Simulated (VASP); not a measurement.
# W in VASP: relaxation of the atoms with PBE

Aim: the relaxation of the atoms of W with PBE.

All numbers are computed with VASP 6.6.1; they aren't measurements. Logs are shortened: lines on timing, memory, paths and dates and some standing lists are left out, and cuts for length are marked.

## 1. The slab as given

The cell holds a slab with vacuum, 4 atoms: a = 2.866 Å, b = 2.866 Å, c = 33.359 Å, α = 90.00°, β = 90.00°, γ = 109.47°.

The cell was built by a generator and needn't be a form met in nature.

## 2. Relaxation of the atoms, PBE

Input file INCAR:

```
PREC = Accurate ; ENCUT = 520
EDIFF = 1E-6 ; ISMEAR = 1
SIGMA = 0.1 ; LREAL = False
LASPH = True ; NELM = 120
ALGO = Normal ; ISIF = 2
LWAVE = False ; LCHARG = False
LDIPOL = True ; IDIPOL = 3
DIPOL = 0.5 0.5 0.500 ; GGA = PE
IBRION = 2 ; NSW = 90
EDIFFG = -0.02 ; KPAR = 2
```

Input file KPOINTS:

```
regular mesh
0
Gamma
  12 12 1
```

Input file POSCAR:

```
W
1.0
    2.8655568500      0.0000000000      0.0000000000
   -0.9551856200      2.7016728600      0.0000000000
    0.0000000000      0.0000000000     33.3594722200
W
4
Direct
    0.5000000000      0.5000000000      0.4031627200
    0.0000000000      0.0000000000      0.4677219200
    0.5000000000      0.5000000000      0.5322811200
    0.0000000000      0.0000000000      0.5968372800
```

Potentials or basis: VASP PAW PBE potentials, release 64 (W_sv).

Launch:

```
$ cat potpaw_PBE.64/W_sv/POTCAR > POTCAR
$ mpirun -np 2 vasp_std > vasp.out
```

OUTCAR:

```text
PREC = Accurate
   ENCUT = 520
   EDIFF = 1E-6
   ISMEAR = 1
   LREAL = False
   LASPH = True
   NELM = 120
   ISIF = 2
   GGA = PE
   IBRION = 2
   NSW = 90
   EDIFFG = -0.02

 ion  position               nearest neighbor table
   1  0.500  0.500  0.403-   2 2.72   2 2.72   2 3.18   2 3.18
   2  0.000  0.000  0.468-   3 2.72   3 2.72   1 2.72   1 2.72   3 3.18   3 3.18   1 3.18   1 3.18

   3  0.500  0.500  0.532-   4 2.72   4 2.72   2 2.72   2 2.72   4 3.18   4 3.18   2 3.18   2 3.18

   4  0.000  0.000  0.597-   3 2.72   3 2.72   3 3.18   3 3.18

  LATTYP: Found a base centered orthorhombic cell.
 ALAT       =     3.3088599969
 B/A-ratio  =     1.4142135723
 C/A-ratio  =    10.0818627115

  Lattice vectors:

 A1 = (   2.8655568500,   0.0000000000,   0.0000000000)
 A2 = (  -0.9551856200,   2.7016728600,   0.0000000000)
 A3 = (   0.0000000000,   0.0000000000,  33.3594722200)

Analysis of symmetry for initial positions (statically):
=====================================================================
 Subroutine PRICEL returns:
 Original cell was already a primitive cell.

 Routine SETGRP: Setting up the symmetry group for a
 base centered orthorhombic supercell.

 Subroutine GETGRP returns: Found  8 space group operations
 (whereof  4 operations were pure point group operations)
 out of a pool of  8 trial point group operations.

The static configuration has the point symmetry C_2v.
 The point group associated with its full space group is D_2h.

Analysis of symmetry for dynamics (positions and initial velocities):
=====================================================================
 Subroutine PRICEL returns:
 Original cell was already a primitive cell.

 Routine SETGRP: Setting up the symmetry group for a
 base centered orthorhombic supercell.

 Subroutine GETGRP returns: Found  8 space group operations
 (whereof  4 operations were pure point group operations)
 out of a pool of  8 trial point group operations.

The dynamic configuration has the point symmetry C_2v.
 The point group associated with its full space group is D_2h.

 Subroutine INISYM returns: Found  8 space group operations
 (whereof  4 operations are pure point group operations),
 and found     1 'primitive' translations

----------------------------------------------------------------------------------------

                                     Primitive cell

  volume of cell :     258.2623

  direct lattice vectors                    reciprocal lattice vectors
     2.865556850  0.000000000  0.000000000     0.348972312  0.123380347  0.000000000
    -0.955185620  2.701672860  0.000000000     0.000000000  0.370141039  0.000000000
     0.000000000  0.000000000 33.359472220     0.000000000  0.000000000  0.029976493

  length of vectors
     2.865556850  2.865556806 33.359472220     0.370141034  0.370141039  0.029976493

  position of ions in fractional coordinates (direct lattice)
     0.500000000  0.500000000  0.403162720
     0.000000000  0.000000000  0.467721920
     0.500000000  0.500000000  0.532281120
     0.000000000  0.000000000  0.596837280

  ion indices of the primitive-cell ions
   primitive index   ion index
                 1           1
                 2           2
                 3           3
                 4           4

----------------------------------------------------------------------------------------

 KPOINTS: regular mesh

Automatic generation of k-mesh.
 Grid dimensions read from file:
 generate k-points for:   12   12    1

 Generating k-lattice:

  Cartesian coordinates                     Fractional coordinates (reciprocal lattice)
     0.029081026  0.010281696  0.000000000     0.083333333  0.000000000  0.000000000
     0.000000000  0.030845087  0.000000000     0.000000000  0.083333333  0.000000000
     0.000000000  0.000000000  0.029976493     0.000000000  0.000000000  1.000000000

  Length of vectors
     0.030845086  0.030845087  0.029976493

  Shift w.r.t. Gamma in fractional coordinates (k-lattice)
     0.000000000  0.000000000  0.000000000

 Subroutine IBZKPT returns following result:
 ===========================================

 Found     43 irreducible k-points:

 Following reciprocal coordinates:
            Coordinates               Weight
  0.000000  0.000000  0.000000      1.000000
  0.083333 -0.000000  0.000000      4.000000
  0.166667 -0.000000  0.000000      4.000000
  0.250000  0.000000  0.000000      4.000000
  0.333333 -0.000000  0.000000      4.000000
  0.416667  0.000000  0.000000      4.000000
[... 16 lines left out ...]
  0.500000  0.166667  0.000000      4.000000
 -0.416667  0.166667  0.000000      4.000000
 [... further k-points ...]
   k-points           NKPTS =     43   k-points in BZ     NKDIM =     43   number of bands    NBANDS=     33
   number of dos      NEDOS =    301   number of ions     NIONS =      4
   total plane-waves  NPLWV = 144000
   dimension x,y,z NGX =    24 NGY =   24 NGZ =  250
   dimension x,y,z NGXF=    48 NGYF=   48 NGZF=  500
   ions per type =               4
   NGX,Y,Z   is equivalent  to a cutoff of  13.92, 13.92, 12.46 a.u.
   NGXF,Y,Z  is equivalent  to a cutoff of  27.85, 27.85, 24.92 a.u.
 SYSTEM =  unknown system
   PREC   = accura    normal or accurate (medium, high low for compatibility)
   ISTART =      0    job   : 0-new  1-cont  2-samecut
   ICHARG =      2    charge: 1-file 2-atom 10-const
   ISPIN  =      1    spin polarized calculation?
   LNONCOLLINEAR =      F non collinear calculations
   LSORBIT =      F    spin-orbit coupling
   LASPH  =      T    aspherical Exc in radial PAW
   ENCUT  =  520.0 eV  38.22 Ry    6.18 a.u.   5.33  5.33 62.03*2*pi/ulx,y,z
   NELM   =    120;   NELMIN=  2; NELMDL= -5     # of ELM steps
   EDIFF  = 0.1E-05   stopping-criterion for ELM
   LREAL  =      F    real-space projection
   EDIFFG = -.2E-01   stopping-criterion for IOM
   NSW    =     90    number of steps for IOM
   IBRION =      2    ionic relax: 0-MD 1-quasi-New 2-CG
   NFREE  =      1    steps in history (QN), initial steepest desc. (CG)
   ISIF   =      2    stress and relaxation
   ISYM   =      2    0-nonsym 1-usesym 2-fastsym
   POTIM  = 0.5000    time-step for ionic-motion
   TEBEG  =    0.0;   TEEND  =   0.0 temperature during run
   PSTRESS=    0.0 pullay stress
   NELECT =      56.0000    total number of electrons
   NUPDOWN=      -1.0000    fix difference up-down
   EMIN   =  10.00;   EMAX   =-10.00  energy-range for DOS
   EFERMI =   0.00;   METHOD = LEGACY
   ISMEAR =     1;   SIGMA  =   0.10  broadening in eV -4-tet -1-fermi 0-gaus
   EFERMI_NEDOS =   21; number of points for ismear=-14 and -15
   IALGO  =     38    algorithm
   IMIX   =      4    mixing-type and parameters
     AMIX     =   0.40;   BMIX     =  1.00
     AMIX_MAG =   1.60;   BMIX_MAG =  1.00
  volume/ion in A,a.u.               =      64.57       435.71
  Fermi-wavevector in a.u.,A,eV,Ry     =   0.983521  1.858586 13.161113  0.967315
  Thomas-Fermi vector in A             =   2.114686
   LORBIT       =      0    0 simple, 1 ext, 2 COOP (PROOUT), +10 PAW based schemes
   GGA     = PE    functional components
   LHFCALC =     F    Hartree Fock is set to
   AEXX    =    0.0000 exact exchange contribution
   IVDW    =     0    specifies the selected vdW correction
   LEPSILON=     F    determine dielectric tensor
   LRPA    =     F    only Hartree local field effects (RPA)
 conjugate gradient relaxation of ions
 non-spin polarized calculation
 Methfessel and Paxton  Order N= 1 SIGMA  =   0.10
  energy-cutoff  :      520.00
  volume of cell :      258.26
 maximum number of plane-waves:      7006
 NGX is ok and might be reduce to    24
   NGX = 11   NGY = 11   NGZ =125

--------------------------------------- Ionic step        1  -------------------------------------------

 number of electron      56.0000004 magnetization

 Free energy of the ion-electron system (eV)
  ---------------------------------------------------
  ext. energy  EPLUGINS =         0.00000000
  ---------------------------------------------------
  free energy    TOTEN  =       -48.27673714 eV

  energy without entropy =      -48.27771053  energy(sigma->0) =      -48.27706161

------------------------ aborting loop because EDIFF is reached ----------------------------------------

  FORCE on cell =-STRESS in cart. coord.  units (eV):
  Direction    XX          YY          ZZ          XY          YZ          ZX
  --------------------------------------------------------------------------------------
  -------------------------------------------------------------------------------------
  Total      -11.1976862    -11.9711717     -1.6646300     -1.0938742      0.0000000      0.0000000
  in kB      -69.4668997    -74.2653586    -10.3268372     -6.7860491      0.0000000      0.0000000
  external PRESSURE =     -51.3530318 kB  Pullay stress =       0.0000000 kB
[... 65 lines left out ...]
 number of electron      56.0000000 magnetization

------------------------ aborting loop because EDIFF is reached ----------------------------------------

 vacuum level on the upper side and lower side of the slab       (xc-potential included)        -0.018         0.005

  FORCE on cell =-STRESS in cart. coord.  units (eV):
  Direction    XX          YY          ZZ          XY          YZ          ZX
  --------------------------------------------------------------------------------------
  -------------------------------------------------------------------------------------
  Total      -10.1305191    -11.0517974     -0.9435042     -1.3028848      0.0000000      0.0000000
  in kB      -62.8465326    -68.5618513     -5.8532013     -8.0826844      0.0000000      0.0000000
  external PRESSURE =     -45.7538617 kB  Pullay stress =       0.0000000 kB
[... 63 lines left out ...]
--------------------------------------- Ionic step        5  -------------------------------------------

 number of electron      56.0000005 magnetization

 dipolmoment           0.000000      0.000000     -0.000988 electrons x Angstroem

 Free energy of the ion-electron system (eV)
  ---------------------------------------------------
  ext. energy  EPLUGINS =         0.00000000
  ---------------------------------------------------
  free energy    TOTEN  =       -48.32908611 eV

  energy without entropy =      -48.32640683  energy(sigma->0) =      -48.32819302

 E-fermi :  -0.6413     XC(G=0):  -4.0994

 val. band max:       -0.6472705520   @ k =   0.3333   0.3333   0.0000
 cond. band min:      -0.6269013111   @ k =   0.1667   0.0833   0.0000
 fundamental gap:      0.0203692409
 Fermi energy:        -0.6412933596

 k-point     1 :       0.0000    0.0000    0.0000
  band No.  band energies     occupation
      1     -74.8909      2.00000
      2     -74.8381      2.00000
      3     -74.7245      2.00000
      4     -74.7021      2.00000
      5     -39.5820      2.00000
      6     -39.3245      2.00000
[... 853 lines left out ...]
     32       0.7781     -0.00000
     33       1.7639      0.00000

 [... further k-points ...]

------------------------ aborting loop because EDIFF is reached ----------------------------------------

 vacuum level on the upper side and lower side of the slab       (xc-potential included)        -0.217        -0.194

  FORCE on cell =-STRESS in cart. coord.  units (eV):
  Direction    XX          YY          ZZ          XY          YZ          ZX
  --------------------------------------------------------------------------------------
  -------------------------------------------------------------------------------------
  Total       -9.7019518    -10.6282981     -0.1991383     -1.3100519      0.0000000      0.0000000
  in kB      -60.1878369    -65.9345957     -1.2353908     -8.1271472      0.0000000      0.0000000
  external PRESSURE =     -42.4526078 kB  Pullay stress =       0.0000000 kB
[... 19 lines left out ...]
  FREE ENERGIE OF THE ION-ELECTRON SYSTEM (eV)
  ---------------------------------------------------
  free  energy   TOTEN  =       -48.3290861092 eV

  energy  without entropy=      -48.3264068341  energy(sigma->0) =      -48.32819302

 reached required accuracy - stopping structural energy minimisation

 vacuum level on the upper side and lower side of the slab         3.821         3.844
```

It took 11 min on 2 MPI ranks of Intel Xeon 6975P-C (Granite Rapids), shared host; peak memory 0.56 GiB.

Results:

```yaml
Free_energy: -48.3291 eV
Energy_gained_by_relaxing: 13.1 meV/atom
Ionic_steps: 5
Largest_force_after_relaxing: 0.017 eV/Å
Band_gap_on_the_k_mesh: none (metal or under the smearing width)
```

Forces in eV/Å, atoms in the order of the input:
```
W    0.000  0.000  0.017
W    0.000  0.000  0.016
W    0.000  0.000 -0.016
W    0.000  0.000 -0.017
```

Step by step:
```csv
step,energy change (eV),largest force (eV/Å),pressure (GPa)
1,0.0000,0.9453,-5.14
2,-0.0485,0.1832,-4.48
3,-0.0492,0.1159,-4.58
4,-0.0507,0.0835,-4.47
5,-0.0523,0.0170,-4.25
```

Final structure:
```xyz
4
Lattice="2.8656 0.0000 0.0000 -0.9552 2.7017 0.0000 0.0000 0.0000 33.3595" Properties=species:S:1:pos:R:3 pbc="T T T"
W     0.9552    1.3508   13.4913
W     0.0000    0.0000   15.5707
W     0.9552    1.3508   17.7889
W     0.0000    0.0000   19.8682
```
